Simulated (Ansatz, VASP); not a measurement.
## Cross-check of CdS (Greenockite) between VASP and Ansatz

One calculation is typed for both programs; each brings its own data sets and cutoff. How far apart do they land? The cell is taken from a series of VASP runs on this material, whose earlier steps may have relaxed, scaled or displaced it; both programs get it as it stands.

Calculated with Ansatz 0.2.0; plane waves, with VASP 6.6.1 beside it; relaxation of cell and atoms at LDA and zone-centre phonons at LDA.

### Step 1. Set-up

It takes space group P6_3mc (No. 186, hexagonal). Conventional cell: a = 4.084 Å, b = 4.084 Å, c = 6.657 Å, α = 90.00°, β = 90.00°, γ = 120.00°. Cd has 4 S at 2.50 Å nearest. Nearest to S lie 4 Cd at 2.50 Å. Farther neighbours and most contacts between anions are not listed.

As a file:

```
Cd S
1.0
     4.08412    0.00000    0.00000
    -2.04206    3.53695    0.00000
     0.00000    0.00000    6.65652
Cd S
2 2
Direct
  0.33333 0.66667 0.49953
  0.66667 0.33333 0.99953
  0.33333 0.66667 0.87547
  0.66667 0.33333 0.37547
```

### Step 2. VASP: relaxation of cell and atoms, LDA

The relaxed volume is the usual yardstick between codes: its relative difference is about their pressure difference at one cell divided by the bulk modulus.

Lines of VASP's logs that name or quote its potential files are left out, and so is its time.

Contents of INCAR:

```
SYSTEM = CdS
PREC = Accurate
ENCUT = 500
EDIFF = 1E-07
NELM = 100
ISMEAR = 0
SIGMA = 0.03
LREAL = .FALSE.
ALGO = Normal
GGA = CA
NBANDS = 24
LORBIT = 11
LWAVE = .FALSE.
LCHARG = .FALSE.
KPAR = 8
IBRION = 2
NSW = 50
ISIF = 3
EDIFFG = -0.002
```

Contents of POSCAR:

```
CdS
1.0
    4.0841231127      0.0000000000      0.0000000000
   -2.0420615563      3.5369543677      0.0000000000
    0.0000000000      0.0000000000      6.6565180653
Cd S
2 2
Direct
    0.3333333333      0.6666666667      0.4995305207
    0.6666666667      0.3333333333      0.9995305207
    0.3333333333      0.6666666667      0.8754694793
    0.6666666667      0.3333333333      0.3754694793
```

Contents of KPOINTS:

```
Automatic mesh
0
Gamma
6 6 4
0 0 0
```

Potentials, in the order of the species: Cd and S (LDA family, release 64).

Launch:

```
mpirun -np 8 vasp_std
```

Numbers of over 12 decimals in the logs are rounded to 6 here.

The program printed:

```text
[banner, memory and clock lines left out]
running    8 mpi-ranks, on    1 nodes
 distrk:  each k-point on    1 cores,    8 groups
 distr:  one band on    1 cores,    1 groups

 POSCAR found type information on POSCAR CdS
 POSCAR found :  2 types and       4 ions
|                                                                             |
|           W    W    AA    RRRRR   N    N  II  N    N   GGGG   !!!           |
|           W    W   A  A   R    R  NN   N  II  NN   N  G    G  !!!           |
|           W    W  A    A  R    R  N N  N  II  N N  N  G       !!!           |
|           W WW W  AAAAAA  RRRRR   N  N N  II  N  N N  G  GGG   !            |
|           WW  WW  A    A  R   R   N   NN  II  N   NN  G    G                |
|           W    W  A    A  R    R  N    N  II  N    N   GGGG   !!!           |
|                                                                             |
|     For optimal performance we recommend to set                             |
|       NCORE = 2 up to number-of-cores-per-socket                            |
|     NCORE specifies how many cores store one orbital (NPAR=cpu/NCORE).      |
|     This setting can greatly improve the performance of VASP for DFT.       |
|     The default, NCORE=1 might be grossly inefficient on modern             |
|     multi-core architectures or massively parallel machines. Do your        |
|     Unfortunately you need to use the default for GW and RPA                |
|     calculations (for HF NCORE is supported but not extensively tested      |
|     yet).                                                                   |
|                                                                             |

 LDA part: xc-table for (Slater(with rela. corr.)+CA(PZ))
 , standard interpolation
 POSCAR, INCAR and KPOINTS ok, starting setup
 FFT: planning ... GRIDC
 FFT: planning ... GRID_SOFT
 FFT: planning ... GRID
 WAVECAR not read
 entering main loop
       N       E                     dE             d eps       ncg     rms          rms(c)
DAV:   1     0.248668340308E+03    0.24867E+03   -0.17516E+04  1008   0.135E+03
DAV:   2    -0.333193176227E+01   -0.25200E+03   -0.24509E+03  1160   0.344E+02
DAV:   3    -0.157253665278E+02   -0.12393E+02   -0.12356E+02  1240   0.776E+01
DAV:   4    -0.158426862598E+02   -0.11732E+00   -0.11727E+00  1200   0.748E+00
DAV:   5    -0.158448024007E+02   -0.21161E-02   -0.21161E-02  1280   0.949E-01    0.123E+01
DAV:   6    -0.148644804446E+02    0.98032E+00   -0.20607E+00  1352   0.160E+01    0.938E+00
DAV:   7    -0.148320787057E+02    0.32402E-01   -0.76356E-01  1136   0.498E+00    0.364E+00
DAV:   8    -0.148179265219E+02    0.14152E-01   -0.12892E-01  1208   0.363E+00    0.560E-01
DAV:   9    -0.148162104453E+02    0.17161E-02   -0.20289E-02  1304   0.188E+00    0.157E-01
DAV:  10    -0.148159349124E+02    0.27553E-03   -0.12410E-03  1296   0.409E-01    0.781E-02
DAV:  11    -0.148159465158E+02   -0.11603E-04   -0.11519E-04  1184   0.686E-02    0.923E-02
DAV:  12    -0.148159708143E+02   -0.24299E-04   -0.69384E-05  1168   0.410E-02    0.151E-01
DAV:  13    -0.148160683661E+02   -0.97552E-04   -0.12739E-04  1144   0.609E-02    0.319E-01
DAV:  14    -0.148163071680E+02   -0.23880E-03   -0.21330E-04  1080   0.642E-02    0.492E-01
DAV:  15    -0.148162856001E+02    0.21568E-04   -0.79831E-06  1216   0.199E-02    0.480E-01
DAV:  16    -0.148162686777E+02    0.16922E-04   -0.10976E-06  1144   0.461E-03    0.470E-01
DAV:  17    -0.148162196770E+02    0.49001E-04   -0.85807E-06  1048   0.198E-02    0.451E-01
DAV:  18    -0.148161282985E+02    0.91379E-04   -0.31750E-05  1056   0.270E-02    0.348E-01
DAV:  19    -0.148159856420E+02    0.14266E-03   -0.17860E-04  1048   0.570E-02    0.136E-01
DAV:  20    -0.148159604418E+02    0.25200E-04   -0.43290E-05  1176   0.304E-02    0.396E-02
DAV:  21    -0.148159571350E+02    0.33068E-05   -0.38403E-06  1112   0.858E-03    0.146E-02
DAV:  22    -0.148159561401E+02    0.99492E-06   -0.21205E-06  1144   0.690E-03    0.369E-03
DAV:  23    -0.148159560756E+02    0.64462E-07   -0.19907E-07   752   0.392E-03
   1 F= -.14815956E+02 E0= -.14815956E+02  d E =-.148160E+02
 curvature:   0.00 expect dE= 0.000E+00 dE for cont linesearch  0.000E+00
 trial: gam= 0.00000 g(F)=  0.686E-06 g(S)=  0.151E-05 ort = 0.000E+00 (trialstep = 0.100E+01)
 search vector abs. value=  0.219E-05
 reached required accuracy - stopping structural energy minimisation
```

OUTCAR, selected parts (step 2):

```text
ion  position               nearest neighbor table
   1  0.333  0.667  0.500-   4 2.50   4 2.50   4 2.50   3 2.50
   2  0.667  0.333  1.000-   3 2.50   3 2.50   3 2.50   4 2.50
   3  0.333  0.667  0.875-   2 2.50   2 2.50   2 2.50   1 2.50
   4  0.667  0.333  0.375-   1 2.50   1 2.50   1 2.50   2 2.50

  LATTYP: Found a hexagonal cell.
 ALAT       =     4.0841231127
 C/A-ratio  =     1.6298524510

 Subroutine GETGRP returns: Found 12 space group operations
 (whereof  6 operations were pure point group operations)

The static configuration has the point symmetry C_3v.
 The point group associated with its full space group is C_6v.

 Found     21 irreducible k-points:

   k-points           NKPTS =     21   k-points in BZ     NKDIM =     21   number of bands    NBANDS=     24

   dimension x,y,z NGX =    30 NGY =   30 NGZ =   50
   dimension x,y,z NGXF=    60 NGYF=   60 NGZF=  100

   ENCUT  =  500.0 eV  36.75 Ry    6.06 a.u.   7.45  7.45 12.14*2*pi/ulx,y,z

   NELECT =      36.0000    total number of electrons

 k-points in reciprocal lattice and weights: Automatic mesh
   0.00000000  0.00000000  0.00000000       0.007
   0.16666667 -0.00000000  0.00000000       0.042
   0.33333333 -0.00000000  0.00000000       0.042
   0.50000000 -0.00000000  0.00000000       0.021
   0.16666667  0.16666667  0.00000000       0.042
   0.33333333  0.16666667  0.00000000       0.083
   0.33333333  0.33333333  0.00000000       0.014
   0.00000000  0.00000000  0.25000000       0.014
   0.16666667 -0.00000000  0.25000000       0.083
[...]
0.33333333  0.16666667  0.50000000       0.083
   0.33333333  0.33333333  0.50000000       0.014

 average (electrostatic) potential at core
       1 -39.9074       2 -39.9074       3 -89.6282       4 -89.6282

 E-fermi :   1.5516

 k-point     1 :       0.0000    0.0000    0.0000
  band No.  band energies     occupation
    ...
     14       0.5855      2.00000
     15       0.5855      2.00000
     16       1.3497      2.00000
     17       1.4103      2.00000
     18       1.4103      2.00000
     19       2.4467      0.00000
     20       4.0337      0.00000
     21       7.6988      0.00000
     22       7.6988      0.00000
     23       7.9828      0.00000
    ...

 k-point     2 :       0.1667   -0.0000    0.0000
  band No.  band energies     occupation
    ...
     14      -0.4737      2.00000
     15       0.1186      2.00000
     16       0.2380      2.00000
     17       1.1294      2.00000
     18       1.2033      2.00000
     19       3.6511      0.00000
     20       4.9510      0.00000
     21       6.9540      0.00000
     22       8.0416      0.00000
     23       8.0858      0.00000
    ...

 k-point     3 :       0.3333   -0.0000    0.0000
  band No.  band energies     occupation
    ...
     14      -1.7935      2.00000
     15      -1.3115      2.00000
     16      -0.3604      2.00000
     17       0.4928      2.00000
     18       0.7888      2.00000
     19       4.7325      0.00000
     20       5.2263      0.00000
     21       6.5828      0.00000
     22       7.4726      0.00000
     23       8.3388      0.00000
    ...

  Total        0.0076517      0.0076517      0.0028042      0.0000000     -0.0000000      0.0000000
  in kB        0.1274957      0.1274957      0.0467244      0.0000000     -0.0000000      0.0000000
  external PRESSURE =       0.1005720 kB  Pullay stress =       0.0000000 kB

  energy-cutoff  :      500.00
  volume of cell :       96.16
      direct lattice vectors                 reciprocal lattice vectors
     4.084123113  0.000000000  0.000000000     0.244850601  0.141364561  0.000000000
    -2.042061556  3.536954368  0.000000000     0.000000000  0.282729121  0.000000000
     0.000000000  0.000000000  6.656518065     0.000000000  0.000000000  0.150228692

 POSITION                                       TOTAL-FORCE (eV/Angst)
 -----------------------------------------------------------------------------------
     -0.00000      2.35797      3.32513        -0.000000     -0.000000     -0.001885
      2.04206      1.17898      6.65339         0.000000      0.000000     -0.001885
     -0.00000      2.35797      5.82758         0.000000      0.000000      0.001885
      2.04206      1.17898      2.49932        -0.000000     -0.000000      0.001885
 -----------------------------------------------------------------------------------
    total drift:                                0.000000      0.000000      0.000723

  FREE ENERGIE OF THE ION-ELECTRON SYSTEM (eV)
  ---------------------------------------------------
  free  energy   TOTEN  =       -14.8159560756 eV

  energy  without entropy=      -14.8159560756  energy(sigma->0) =      -14.81595608

 reached required accuracy - stopping structural energy minimisation

 total charge
# of ion       s       p       d       tot
------------------------------------------
    1        0.446   0.353   9.554  10.353
    2        0.446   0.353   9.554  10.353
    3        1.322   2.392   0.000   3.714
    4        1.322   2.392   0.000   3.714
--------------------------------------------------
tot          3.536   5.490  19.109  28.134

[... 3 further parts left out ...]
```

### Step 3. Ansatz: relaxation of cell and atoms, LDA

Ansatz runs on its default PAW (the set named soft_2) files.

The same cell, functional (in two slightly different forms), mesh and smearing now go to Ansatz, which takes its cutoff from its data sets.

Contents of input.yaml:

```yaml
crystal:
  lattice:
    - [4.0841231127, 0.0, 0.0]
    - [-2.0420615563, 3.5369543677, 0.0]
    - [0.0, 0.0, 6.6565180653]
  atoms:
    - { symbol: Cd, position: [0.3333333333, 0.6666666667, 0.4995305207] }
    - { symbol: Cd, position: [0.6666666667, 0.3333333333, 0.9995305207] }
    - { symbol: S, position: [0.3333333333, 0.6666666667, 0.8754694793] }
    - { symbol: S, position: [0.6666666667, 0.3333333333, 0.3754694793] }
hamiltonian:
  xc: lda
  pseudopotentials: { kind: paw }
kpoints:
  mp_grid: { grid: [6, 6, 4] }
scf:
  occupations: { method: gaussian, width: 0.03 }
relax:
  f_tol: 0.01
  max_steps: 60
  cell: { stress_tol: 0.05 }
output:
  forces: true
  stress: true
```

Launch:

```
ansatz run input.yaml --threads 4 --pin off --max-ram 9216MiB --backend cpu --events-out ev --progress --plain --runs-dir out
```

The program printed:

```text
Engine: ansatz 0.2.0, aarch64-unknown-linux-gnu
Pseudopotentials: kind: paw
Pseudopotential: Cd, paw, valence charge 20, recommended cutoff 420 eV (normal), Cd.paw.azcp
Pseudopotential: S, paw, valence charge 6, recommended cutoff 420 eV (normal), S.paw.azcp
Functional definition: SPW92
  exchange = slater_x
  correlation = pw_c
Crystal: 4 atoms, lattice volume = 96.156 Å³
Basis set: ecut = 420 eV, 1847 PW (Γ)
Bands: 32, of which v1, the nominal top of the filled ones, is band 26 counted from 1 (25 counted from 0)
Symmetry: 12 space group operations
Space group: P63mc (ITA 186), of the structure as read, at distance tolerance 4.6e-5 Å
k-points: 21 of 144 (time reversal used)
Non-local potential: Cd, projectors of the file, l = 0: 3, l = 1: 2, l = 2: 2, l = 3: 1
Non-local potential: S, projectors of the file, l = 0: 2, l = 1: 2, l = 2: 2
PAW form: soft (Blöchl's): semilocal exchange-correlation on the pseudo side does not see the compensation charge
PAW frozen core: Cd, regenerated for the run's functional, and the local potential with it (the file was generated under x = pbe(κ = 0.804, μ = 0.219515), c = pbe(β = 0.066725))
PAW frozen core: S, regenerated for the run's functional, and the local potential with it (the file was generated under x = pbe(κ = 0.804, μ = 0.219515), c = pbe(β = 0.066725))
PAW one-centre angular grid: Cd, 590 points (default); XC on 64 Gauss nodes
PAW one-centre angular grid: S, 110 points (default); XC on 64 Gauss nodes
Initial density: superposition of atomic densities (neutral atoms: chi_scale 0, normalization atom), corrected by the library's trained network
Initial wavefunctions: pseudopotential atomic-orbital guess
Functional: x = slater, c = lda
SCF iter   1: F=—  HF=-17977.310107 eV  |F-HF|=—  |Δ(HF+E_count)|=         —  Δρ=8.31e-3  dr2=6.28e-2  ethr=1.77e-3  ⟨swp⟩=6.2  Hψ=2733  notcnv=0
preconditioner: auto → Resta (q_TF=auto, 2.463 Å⁻¹)  ε∞=4.9  [insulator: Δε(μ)=0.915 eV  Ē_g=11.574 eV  σ=0.030 eV  W_gap=1.00  n_scr=22 (ndim 8)  ℏωp=22.7 eV  f_vac=0.118  D(μ)=0.00/eV (n_scr^D=0)  ε∞_Penn≈4.9]
SCF iter   2: F=—  HF=-17977.293329 eV  |F-HF|=—  |Δ(HF+E_count)|=   1.68e-2  Δρ=3.44e-3  dr2=1.18e-2  ethr=1.21e-4  ⟨swp⟩=3.0  Hψ=1399  notcnv=0  defer=35
SCF iter   3: F=—  HF=-17977.289859 eV  |F-HF|=—  |Δ(HF+E_count)|=   3.47e-3  Δρ=9.49e-4  dr2=7.63e-4  ethr=2.28e-5  ⟨swp⟩=2.0  Hψ=755  notcnv=0  defer=35
SCF iter   4: F=—  HF=-17977.289717 eV  |F-HF|=—  |Δ(HF+E_count)|=   1.41e-4  Δρ=2.57e-4  dr2=8.19e-5  ethr=1.47e-6  ⟨swp⟩=2.1  Hψ=1020  notcnv=0  defer=35
SCF iter   5: F=—  HF=-17977.289741 eV  |F-HF|=—  |Δ(HF+E_count)|=   2.40e-5  Δρ=7.16e-5  dr2=6.23e-6  ethr=1.57e-7  ⟨swp⟩=2.9  Hψ=1150  notcnv=0  defer=35
SCF iter   6: F=—  HF=-17977.289745 eV  |F-HF|=—  |Δ(HF+E_count)|=   3.27e-6  Δρ=1.25e-5  dr2=2.16e-7  ethr=1.20e-8  ⟨swp⟩=2.2  Hψ=793  notcnv=0  defer=35
SCF iter   7: F=-17977.289745 eV  HF=-17977.289745 eV  |F-HF|=3.30e-9  |Δ(HF+E_count)|=   1.48e-7  Δρ=2.92e-6  dr2=9.02e-9  ethr=1.92e-10  ⟨swp⟩=4.0  Hψ=2224  notcnv=0
SCF 1 converged in 7 iterations: F = -17977.289745 eV  dr2 = 9.02e-9
  greatest PAW one-centre occupation: 1.000 electrons in one spin orbital (limit 2), on the Cd atom at site 1 (counted from 0), in its partial waves of l = 0
relax step   1: F+E_penalty+E_count = -17977.28974488 eV  Δ(F+E_penalty+E_count) = +0.000e0 eV  max|allowed force component| = 3.052e-3 eV/Å  Δτ_max = 0.0000 Å  P = -0.522 GPa  Ω = 96.156 Å³  (7 SCF iters, dr2 threshold 1.00e-7 eV, accepted)
[...]
relax step   2: F+E_penalty+E_count = -17977.29106011 eV  Δ(F+E_penalty+E_count) = -1.315e-3 eV  max|allowed force component| = 1.553e-3 eV/Å  Δτ_max = 0.0004 Å  P = +0.003 GPa  Ω = 95.402 Å³  energy of the carried Pulay correction = +7.990e-5 eV  (4 SCF iters, dr2 threshold 4.00e-7 eV, accepted)
[...]
relax step   3: F+E_penalty+E_count = -17977.29098175 eV  Δ(F+E_penalty+E_count) = +7.836e-5 eV  max|allowed force component| = 1.546e-3 eV/Å  Δτ_max = 0.0000 Å  P = +0.003 GPa  Ω = 95.402 Å³  stress off target by 9.83e-3 GPa  SCF on the basis re-selected at this cell (its energy is not comparable with the rows above)  (5 SCF iters)
basis re-selected at this cell: Δ(F+E_penalty+E_count) = +7.836e-5 eV, ΔP = -0.000 GPa vs the last step (what re-selecting the basis moved, of the pressure what is left beyond the Pulay correction that the steps carried, after the strain that the cell walked since its last selection, with what the two solves' SCF thresholds leave and, on support functions, any second-order correction that the steps lacked; it is no m [...]
SCF converged after 5 iterations
Free energy (F): -17977.290982 eV
Harris-Foulkes:  -17977.290982 eV  (|F-HF|=3.64e-12)
Internal energy: -17977.290982 eV  (E = F + TS)
E sigma→0 (E₀):  -17977.290982 eV
Fermi energy:    7.714976 eV
--- Per-component energies (eV) ---
  E_band       = -1003.638146
  E_kinetic    = 1225.811865
  E_local      = -7927.988136  (includes V_loc(G=0)·N_el)
  E_nonlocal   = 140.821147
  E_hartree    = 3635.018635
  E_xc         = -543.910276
  E_vxc        = -618.743401  (∫ρ·V_xc dr)
  E_paw        = -9032.466033  (= ΣΔE_a)
  E_vpaw       = -1093.576910  (= ΣTr[D̂ρ^β])
  E_aug_tail   = 0.000026  (compensation charges beyond the density's cutoff)
  E_ewald      = -5476.417742
  E_core_change = 1.839533  (= ΣΔE_core)
  E_smearing   = -0.000000  (= −TS)
  E_closure    = 0.000000  (closes the sum)
  Σ components = -17977.290982   (vs F -17977.290982, Δ=0.00e0)
--- Forces (eV/Å), atoms counted from 1 ---
  atom   1  Cd     0.00000000    -0.00000000    -0.00154590
  atom   2  Cd    -0.00000000     0.00000000    -0.00154590
  atom   3  S      0.00000000    -0.00000000     0.00154559
  atom   4  S     -0.00000000     0.00000000     0.00154559
  max |Σ_I F_I| component: 6.19e-7 eV/Å
--- Stress (GPa, compression-positive) ---
       -0.000624      -0.000000       0.000000
       -0.000000      -0.000624       0.000000
        0.000000       0.000000       0.009829
  P = ⅓ Tr σ = 0.0029 GPa (0.029 kbar)
--- Relaxed structure (2 steps of the walk, 2 accepted, 1 SCFs on fresh bases) ---
  F+E_penalty+E_count = -17977.29098175 eV   max|allowed force component| = 1.546e-3 eV/Å   (the final SCF, on the basis selected at the relaxed cell)
  cell:  # Å, volume = 95.4017 Å³
    - [4.074063, -2.8796444212855827e-11, 0]
    - [-2.037032, 3.528242, 0]
    - [0, 0, 6.636974]
  atoms:
    - { symbol: Cd, position: [0.333333, 0.666667, 0.499464] }
    - { symbol: Cd, position: [0.666667, 0.333333, 0.999464] }
    - { symbol: S, position: [0.333333, 0.666667, 0.875536] }
    - { symbol: S, position: [0.666667, 0.333333, 0.375536] }
```

It took 3.3 s on 4 threads of Arm Neoverse V1, shared host; peak memory 0.37 GiB.

### Step 4. Side by side

Known differences besides the potentials themselves: the two LDA forms differ slightly; both relaxations stop at a tolerance, which leaves soft axes loose, and VASP keeps its plane-wave basis; the data sets hold 52 valence electrons in Ansatz (default PAW (the set named soft_2) files) and 36 in VASP; the cutoff is 420 eV in Ansatz and 500 eV in VASP; VASP's log shows a relativistic correction to its local exchange, Ansatz's none; Ansatz adds a Pulay correction to the stress that steers its cell, VASP none. Total energies have different zeros and are not compared.

Compared:

| quantity | Ansatz | VASP | difference |
| --- | --- | --- | --- |
| volume (Å³) | 95.40 | 96.16 | -0.78 % |
| edge a after relaxation, in the typed setting (Å) | 4.074 | 4.084 | -0.24 % |
| edge c after relaxation, in the typed setting (Å) | 6.637 | 6.657 | -0.29 % |

The walks stopped with 0.00 GPa left in Ansatz and 0.01 GPa in VASP; each walk ends within a tolerance, so the volume difference is uncertain by about these residues over the bulk modulus, most in soft cells.

(Continued in part 2 of 2.)

[Lines on the potential files, build, host, timing and source positions are cut from VASP's logs without a mark.]

[Logs are printed without paths, hosts, clocks, repeated set-up lines and the standing remarks that a program may print on its own settings, such as how far it seeks lower states.]

[Hosts, paths, dates, database ids (printed as entryN), source tags and the programs' standing remarks are cut or masked in the printed files.]
